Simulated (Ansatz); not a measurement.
CoO (Fm-3m), zone-centre modes

All numbers below come from DFT PBE, scalar-relativistic, plane waves, PAW (Ansatz). Cutoff 420 eV, Γ-centred 20×20×14 k-points, Gaussian smearing of 0.15 eV. Collinear spins, started from moments 2.7, 2.7, 0.3, 0.3 μB in atom order; the magnetic state may not be the lowest.

The starting cell (relaxed at this level):

```
CELL_PARAMETERS angstrom
0.00000 -2.12416 -2.12416
0.00000 2.12416 -2.12416
4.24831 0.00000 0.00000
ATOMIC_POSITIONS crystal
Co 0.50000 0.50000 0.50000
Co 0.00000 0.00000 0.00000
O 0.50000 0.50000 0.00000
O 0.00000 0.00000 0.50000
```

Harmonic modes by finite displacements of 0.02 Å, without the LO–TO term. The cell doubles the primitive one, so its zone centre also holds the primitive cell's point q = (0, 1/2, 1/2).

(1) At this geometry, is the structure stable against these modes?

(2) List the wavenumbers in cm⁻¹.

Results:

(1) No: 3 modes are unstable, the strongest at 109i cm⁻¹.

(2) 109i, 85i, 85i, 0, 0, 0, 168, 168, 168, 291, 291, 372.

Cost: 1 run of about 25 core-minutes, on Intel Xeon Processor @ 2.70GHz (shared hosts).